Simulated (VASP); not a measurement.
BN: equation of state with PBE

BN:

```
N B
1.0
     1.25112    0.72234    3.37293
    -1.25112    0.72234    3.37293
     0.00000   -1.44467    3.37293
N B
1 1
Direct
  0.66724 0.66724 0.66724
  0.00033 0.00033 0.00033
```

The cell is a database's computed one.

* Program: VASP 6.6.1
* Task: equation of state
* Functional: PBE
* Potentials or basis: VASP PAW PBE potentials, release 64 (N, B)
* Cutoff: 520 eV
* k mesh: 12 × 12 × 12
* Occupations: fermi-dirac, width 0.05 eV
* Spin: no spin polarisation
* Further INCAR settings: ALGO = Normal; EDIFF = 1e-07; NBANDS = 11

* Equilibrium volume: 9.29 Å³/atom
* Bulk modulus at fixed shape and positions: 232 GPa
* Pressure derivative of the bulk modulus: 3.6

Energy against volume, from the lowest point:
```csv
volume (Å³/atom),energy (meV/atom)
8.596,42.22
8.779,22.14
8.962,8.80
9.145,1.59
9.328,0.00
9.510,3.54
9.693,11.76
```

All runs of the series together: 5.2 min on 1 thread of Intel(R) Xeon(R) Platinum 8488C (Sapphire Rapids), with other jobs on the host.

Caveat: the cell was scaled at fixed shape and fractional positions, which overstates the stiffness of a crystal with free parameters, most of all of layers and chains.
